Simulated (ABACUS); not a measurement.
# MgO (Fm-3m) in ABACUS: further runs

The runs below take MgO through single point, relaxation of cell and atoms, with HCTH407.

Everything below comes from runs of ABACUS 3.10.1. Logs are shortened: lines on timing, memory, paths and dates and some standing lists are left out, and cuts for length are marked.

**Measured values to compare with.**

“Electronic structure of alkaline earth and post-transition metal oxides”, 2009, arxiv:0908.1581 quotes, for a bulk crystal of MgO: band gap 7.83 eV.

The results are compared with them further down.

## Step 1: The crystal as given

The structure is cubic, space group Fm-3m (No. 225). Conventional cell: a = 4.194 Å, b = 4.194 Å, c = 4.194 Å, α = 90.00°, β = 90.00°, γ = 90.00°. Around Mg (site symmetry m-3m) lie 6 O at 2.10 Å. O (site symmetry m-3m) has 6 Mg at 2.10 Å as nearest neighbours.

The cell is a database's computed one.

## Step 2: Single point, HCTH407

Contents of INPUT:

```
INPUT_PARAMETERS
suffix              MgO
calculation         scf
basis_type          pw
pseudo_dir          ./
symmetry            1
dft_functional      GGA_XC_HCTH_407
ecutwfc             40
pseudo_rcut         10
nspin               1
nbands              18
ks_solver           dav
smearing_method     fd
smearing_sigma      0.00367493
scf_thr             1e-08
scf_nmax            100
mixing_type         broyden
mixing_beta         0.7
cal_force           1
cal_stress          1
ecutrho             320
out_chg             1
kpar                4
```

Contents of STRU:

```
ATOMIC_SPECIES
Mg 24.3050 mg_pbe_v1.4.uspp.F.UPF
O 15.9990 o_pbe_v1.2.uspp.F.UPF

LATTICE_CONSTANT
1.8897261246

LATTICE_VECTORS
0.0000000000 2.0970013927 2.0970013927
2.0970013927 0.0000000000 2.0970013927
2.0970013927 2.0970013927 0.0000000000

ATOMIC_POSITIONS
Direct

Mg
0.0
1
0.0000000000 0.0000000000 0.0000000000 1 1 1

O
0.0
1
0.5000000000 0.5000000000 0.5000000000 1 1 1
```

Contents of KPT:

```
K_POINTS
0
Gamma
9 9 9 0 0 0
```

Potentials or basis: GBRV ultrasoft 1.5 PBE, plane waves.

Run with:

```console
$ OMP_NUM_THREADS=1 mpirun -np 4 abacus > log
```

running log:

```text
ABACUS v3.10.1

               Atomic-orbital Based Ab-initio Computation at UStc

 ------------------------------------------------------------------------------------

 READING GENERAL INFORMATION
                           global_out_dir = OUT.MgO/
                           global_in_card = INPUT
                               pseudo_dir = ./
                              orbital_dir =
                                    DSIZE = 4
                                    GSIZE = 1

 READING UNITCELL INFORMATION
                                    ntype = 2
                  lattice constant (Bohr) = 1.88973
              lattice constant (Angstrom) = 1

 READING ATOM TYPE 1
                               atom label = Mg
                      L=0, number of zeta = 1
                      L=1, number of zeta = 1
                      L=2, number of zeta = 1
             number of atom for this type = 1

 READING ATOM TYPE 2
                               atom label = O
                      L=0, number of zeta = 1
                      L=1, number of zeta = 1
                      L=2, number of zeta = 1
             number of atom for this type = 1

                        TOTAL ATOM NUMBER = 2
DIRECT COORDINATES
    atom                   x                   y                   z     mag                  vx                  vy                  vz
taud_Mg1            0.0000000000        0.0000000000        0.0000000000  0.0000        0.0000000000        0.0000000000        0.0000000000
taud_O1            0.5000000000        0.5000000000        0.5000000000  0.0000        0.0000000000        0.0000000000        0.0000000000

                          Volume (Bohr^3) = 124.458
                             Volume (A^3) = 18.4427

 Lattice vectors: (Cartesian coordinate: in unit of a_0)
                   +0              +2.097              +2.097
               +2.097                  +0              +2.097
               +2.097              +2.097                  +0
 Reciprocal vectors: (Cartesian coordinate: in unit of 2 pi/a_0)
            -0.238436           +0.238436           +0.238436
            +0.238436           -0.238436           +0.238436
            +0.238436           +0.238436           -0.238436
 The esolver type has been set to : ksdft_pw

                PAO radial cut off (Bohr) = 10

 Read in pseudopotential file is mg_pbe_v1.4.uspp.F.UPF
                     pseudopotential type = US
          exchange-correlation functional = PBE
                 nonlocal core correction = 0
                        valence electrons = 10
                                     lmax = 2
                           number of zeta = 3
                     number of projectors = 7
                           L of projector = 0
                           L of projector = 0
                           L of projector = 0
                           L of projector = 1
                           L of projector = 1
                           L of projector = 2
                           L of projector = 2
 XC functional updated to : GGA_XC_HCTH_407
          exchange-correlation functional = GGA_XC_HCTH_407
                PAO radial cut off (Bohr) = 10

 Read in pseudopotential file is o_pbe_v1.2.uspp.F.UPF
                     pseudopotential type = US
          exchange-correlation functional = PBE
                 nonlocal core correction = 1
                        valence electrons = 6
                                     lmax = 2
                           number of zeta = 2
                     number of projectors = 5
                           L of projector = 0
                           L of projector = 0
                           L of projector = 1
                           L of projector = 1
                           L of projector = 2
 XC functional updated to : GGA_XC_HCTH_407
          exchange-correlation functional = GGA_XC_HCTH_407
     initial pseudo atomic orbital number = 9

 SETUP THE ELECTRONS NUMBER
            electron number of element Mg = 10
      total electron number of element Mg = 10
             electron number of element O = 6
       total electron number of element O = 6
            AUTOSET number of electrons:  = 16
                           occupied bands = 8
                                   NBANDS = 18
                                   NLOCAL = 18

%%%%%%%%%%%%%%%%%%%%%%%%%%%%%%%%%%%%%%%%%%%%%%%%%%%%%%%%%%%%%%%%%%%%%%%%%%%%%%%%%%%%%%%%%%%%%%%%%%%%%%%%%%
 Warning: the number of valence electrons in pseudopotential > 2 for Mg: [Ne] 3s2
 Pseudopotentials with additional electrons can yield (more) accurate outcomes, but may be less efficient.
 If you're confident that your chosen pseudopotential is appropriate, you can safely ignore this warning.
%%%%%%%%%%%%%%%%%%%%%%%%%%%%%%%%%%%%%%%%%%%%%%%%%%%%%%%%%%%%%%%%%%%%%%%%%%%%%%%%%%%%%%%%%%%%%%%%%%%%%%%%%%

 SETUP THE PLANE WAVE BASIS
 energy cutoff for charge/potential (unit:Ry) = 160
            fft grid for charge/potential = [ 24, 24, 24 ]
                        fft grid division = [ 1, 1, 1 ]
        big fft grid for charge/potential = [ 32, 32, 32 ]
                                     nbxx = 32768
                                     nrxx = 13824

 SETUP PLANE WAVES FOR CHARGE/POTENTIAL
                    number of plane waves = 4279
                         number of sticks = 349

 PARALLEL PW FOR CHARGE/POTENTIAL
     PROC   COLUMNS(POT)             PW
        1            349           4279
 --------------- sum -------------------
        1            349           4279
                            number of |g| = 86
                                  max |g| = 14.2697
                                  min |g| = 0

 energy cutoff for dense charge/potential (unit:Ry) = 320
      fft grid for dense charge/potential = [ 32, 32, 32 ]
                                     nrxx = 32768

 SETUP PLANE WAVES FOR dense CHARGE/POTENTIAL
                    number of plane waves = 12039
                         number of sticks = 685

 PARALLEL PW FOR dense CHARGE/POTENTIAL
     PROC   COLUMNS(POT)             PW
        1            685          12039
 --------------- sum -------------------
        1            685          12039
                            number of |g| = 171
                                  max |g| = 28.8238
                                  min |g| = 0

----------- Double Check Mixing Parameters Begin ------------
mixing_type: broyden
mixing_beta: 0.7
mixing_gg0: 1
mixing_gg0_min: 0.1
mixing_ndim: 8
----------- Double Check Mixing Parameters End ------------

 LATTICE VECTORS: (CARTESIAN COORDINATE: IN UNIT OF A0)
                   +0              +2.097              +2.097
               +2.097                  +0              +2.097
               +2.097              +2.097                  +0
                       right hand lattice = 1
                                   NORM_A = 2.96561
                                   NORM_B = 2.96561
                                   NORM_C = 2.96561
                           ALPHA (DEGREE) = 60
                           BETA  (DEGREE) = 60
                           GAMMA (DEGREE) = 60

 The lattice vectors have been changed (STRU_SIMPLE.cif)

(for optimal symmetric configuration:)
                             BRAVAIS TYPE = 3
                     BRAVAIS LATTICE NAME = 03. Cubic F (face-centered)
                                    ibrav = 3
                                    IBRAV = 3
                                  BRAVAIS = FACE CENTERED CUBIC
                       LATTICE CONSTANT A = 4.194
Original cell was already a primitive cell.
                        ROTATION MATRICES = 48
              PURE POINT GROUP OPERATIONS = 48
                   SPACE GROUP OPERATIONS = 48
                              POINT GROUP = O_h
               POINT GROUP IN SPACE GROUP = O_h

 SETUP K-POINTS
                                    nspin = 1
                   Input type of k points = Monkhorst-Pack(Gamma)
                                   nkstot = 729
                       right hand lattice = 1
(for reciprocal lattice: )
                             BRAVAIS TYPE = 2
                     BRAVAIS LATTICE NAME = 02. Cubic I (body-centered)
                                    ibrav = 2
                       right hand lattice = 1
(for k-lattice: )
                             BRAVAIS TYPE = 2
                     BRAVAIS LATTICE NAME = 02. Cubic I (body-centered)
                                    ibrav = 2
                       right hand lattice = 1
                        ROTATION MATRICES = 48
                               nkstot_ibz = 35
K-POINTS REDUCTION ACCORDING TO SYMMETRY
     IBZ    DIRECT_X    DIRECT_Y    DIRECT_Z  WEIGHT  ibz2bz
       1  0.00000000  0.00000000  0.00000000  0.0014       0
       2  0.11111111  0.11111111  0.11111111  0.0110       1
       3  0.22222222  0.22222222  0.22222222  0.0110       2
       4  0.33333333  0.33333333  0.33333333  0.0110       3
       5  0.44444444  0.44444444  0.44444444  0.0110       4
       6  0.11111111  0.11111111  0.00000000  0.0082      10
[... 22 lines left out ...]
      29  0.44444444  0.33333333  0.11111111  0.0329     112
      30 -0.44444444  0.44444444  0.22222222  0.0658     113
[... 5 further k points ...]

                               nkstot now = 35
[... K-POINTS DIRECT COORDINATES: 35 rows ...]

           k-point number in this process = 9
       minimum distributed K point number = 8
[... stars of the k points ...]

[... K-POINTS CARTESIAN COORDINATES: 9 rows ...]

[... K-POINTS DIRECT COORDINATES: 9 rows ...]

 SETUP PLANE WAVES FOR WAVE FUNCTIONS
     energy cutoff for wavefunc (unit:Ry) = 40
              fft grid for wave functions = [ 24, 24, 24 ]
                    number of plane waves = 725
                         number of sticks = 109

 PARALLEL PW FOR WAVE FUNCTIONS
     PROC   COLUMNS(POT)             PW
        1            109            725
 --------------- sum -------------------
        1            109            725

 SETUP NONLOCAL PSEUDOPOTENTIALS IN PLANE WAVE BASIS
 Mg non-local projectors:
 projector 1 L=0
 projector 2 L=0
 projector 3 L=0
 projector 4 L=1
 projector 5 L=1
 projector 6 L=2
 projector 7 L=2
 O non-local projectors:
 projector 1 L=0
 projector 2 L=0
 projector 3 L=1
 projector 4 L=1
 projector 5 L=2
      TOTAL NUMBER OF NONLOCAL PROJECTORS = 32

 Init Non-Local PseudoPotential table :
 Init Non-Local-Pseudopotential done.

                                     npwx = 540

 Make real space PAO into reciprocal space.
       max mesh points in Pseudopotential = 713
     dq(describe PAO in reciprocal space) = 0.01
                                    max q = 763

 number of pseudo atomic orbitals for Mg is 3
WARNING: norm of atomic wavefunction # 3 of atomic type Mg is 0.999933, renormalized

 number of pseudo atomic orbitals for O is 2

 -------------------------------------------
 SELF-CONSISTENT
 -------------------------------------------
                                 init_chg = atomic

 PW ALGORITHM --------------- ION=   1  ELEC=   1--------------------------------

 Density error is 0.447902499331
                          Error Threshold = 0.01
----------------------------------------------------------
     Energy           Rydberg                 eV
----------------------------------------------------------
 E_KohnSham     -158.4520240022      -2155.8503860627
 E_Harris       -159.3646895888      -2168.2678384084
 E_Fermi        0.5993867040         8.1550744796
----------------------------------------------------------
[... 75 lines left out ...]
 Density error is 2.18574632538e-10
                          Error Threshold = 1.20013505039e-10
----------------------------------------------------------
     Energy           Rydberg                 eV
----------------------------------------------------------
 E_KohnSham     -158.6177986453      -2158.1058657925
 E_KS(sigma->0) -158.6177986453      -2158.1058657925
 E_Harris       -158.6178279391      -2158.1062643553
 E_band         -22.2761349069       -303.0823641505
 E_one_elec     -86.6679616305       -1179.1781122198
 E_Hartree      48.6155881522        661.4490104905
 E_xc           -25.3906594759       -345.4576448501
 E_Ewald        -95.1747656911       -1294.9191192132
 E_entropy(-TS) 0.0000000000         0.0000000000
 E_descf        0.0000000000         0.0000000000
 E_exx          0.0000000000         0.0000000000
 E_Fermi        0.7695159816         10.4698020516
----------------------------------------------------------

 charge density convergence is achieved
 final etot is -2158.1058658 eV
 EFERMI = 10.469802052 eV

 STATE ENERGY(eV) AND OCCUPATIONS    NSPIN == 1
 1/9 kpoint (Cartesian) = 0.0000 0.0000 0.0000 (531 pws)
       1       -65.2436     0.00274348
       2       -31.9306     0.00274348
       3       -31.9306     0.00274348
       4       -31.9306     0.00274348
       5       -9.45616     0.00274348
       6        7.84806     0.00274348
[... 10 lines left out ...]
      17        33.1887        0.00000
      18        33.1887        0.00000
[... 83 lines left out ...]
       2       -31.9394      0.0164609
       3       -31.9337      0.0164609
       4       -31.9337      0.0164609
       5       -9.28382      0.0164609
       6        7.05247      0.0164609
[... 10 lines left out ...]
      17        33.7744        0.00000
      18        34.8982        0.00000

[... levels at 3 further k points ...]

------------------------------------------------------------------------------------------
 TOTAL-FORCE (eV/Angstrom)
------------------------------------------------------------------------------------------
                       Mg1         0.0000000000         0.0000000000         0.0000000000
                        O1         0.0000000000         0.0000000000         0.0000000000
------------------------------------------------------------------------------------------

----------------------------------------------------------------
 TOTAL-STRESS (KBAR)
----------------------------------------------------------------
        99.8297282970        -0.0000000000        -0.0000000000
        -0.0000000000        99.8297282970         0.0000000000
         0.0000000000         0.0000000000        99.8297282970
----------------------------------------------------------------
 TOTAL-PRESSURE: 99.829728 KBAR

 --------------------------------------------
 !FINAL_ETOT_IS -2158.1058657925268562 eV
 --------------------------------------------
```

Run time: 9.5 s. Hardware: 4 MPI ranks of Intel Xeon Platinum 8259CL at 2.50GHz (Skylake/Cascade Lake), shared host; peak memory 0.44 GiB.

What came out:

```yaml
Free_energy: -2158.1059 eV
Pressure: 10.0 GPa
Band_gap_on_the_k_mesh: 5.37 eV, direct
```

Caveat: the potentials were made for another functional, which shifts forces and pressure.

## Step 3: Relaxation of cell and atoms, HCTH407

Edit INPUT of step 2 so:

```diff
@@ -2,3 +2,3 @@
 suffix              MgO
-calculation         scf
+calculation         cell-relax
 basis_type          pw
@@ -10,3 +10,3 @@
 nspin               1
-nbands              18
+nbands              12
 ks_solver           dav
@@ -21,3 +21,7 @@
 ecutrho             320
-out_chg             1
+relax_nmax          60
+force_thr_ev        0.005
+relax_method        cg
+out_stru            1
+stress_thr          1
 kpar                4
```

Edit STRU of step 2 so:

```diff
@@ -13,3 +13,3 @@
 ATOMIC_POSITIONS
-Direct
+Cartesian
 
@@ -23,2 +23,2 @@
 1
-0.5000000000 0.5000000000 0.5000000000 1 1 1
+2.0970013927 2.0970013927 2.0970013927 1 1 1
```

KPT is that of step 2.

Potentials or basis: GBRV ultrasoft 1.5 PBE, plane waves.

Run with:

```console
$ OMP_NUM_THREADS=1 mpirun -np 4 abacus > log
```

Wall time 24 s (4 MPI ranks of Intel Xeon Platinum 8259CL at 2.50GHz (Skylake/Cascade Lake), shared host); peak memory 0.48 GiB.

Results (log left out):

* Free energy: -2158.1412 eV
* Relaxed volume: 9.82 Å³/atom
* Relaxed cell: a = 3.028 Å, b = 3.028 Å, c = 3.028 Å, α = 60.00°, β = 60.00°, γ = 60.00°
* Space group after relaxing (to 0.05 Å): Fm-3m (No. 225)
* Energy gained by relaxing: 17.7 meV/atom
* Ionic steps: 3
* Pressure after relaxing: 0.0 GPa
* Band gap on the k mesh: 4.78 eV, direct

The path:
| step | energy change (eV) | largest force (eV/Å) | pressure (GPa) | volume (Å³) |
| --- | --- | --- | --- | --- |
| 1 | 0.0000 | 0.0000 | 9.88 | 18.44 |
| 2 | -0.0313 | 0.0000 | -2.99 | 20.06 |
| 3 | -0.0354 | 0.0000 | -0.03 | 19.63 |

Final structure:
```
Mg O
1.0
     0.00000    2.14118    2.14118
     2.14118    0.00000    2.14118
     2.14118    2.14118    0.00000
Mg O
1 1
Cartesian
  0.0000 0.0000 0.0000
  2.1412 2.1412 2.1412
```

Levels at points of the mesh, in eV from the valence-band top:
| k point | band 6 | band 7 | band 8 | band 9 | band 10 | band 11 |
| --- | --- | --- | --- | --- | --- | --- |
| (0.00, 0.00, 0.00) | 0.00 | 0.00 | 0.00 | 4.78 | 16.08 | 16.08 |

Caveat: the potentials were made for another functional, which shifts forces and pressure.

## Step 4: Against experiment

Step 2. A measured gap of MgO is 7.83 eV (quoted in “Electronic structure of alkaline earth and post-transition metal oxides”, 2009, arxiv:0908.1581); the calculated 5.37 eV misses it by -2.46 eV. The value is that of HCTH407, without temperature or zero-point motion. The cell is a database's relaxed one, not the measured one, which moves gaps too.
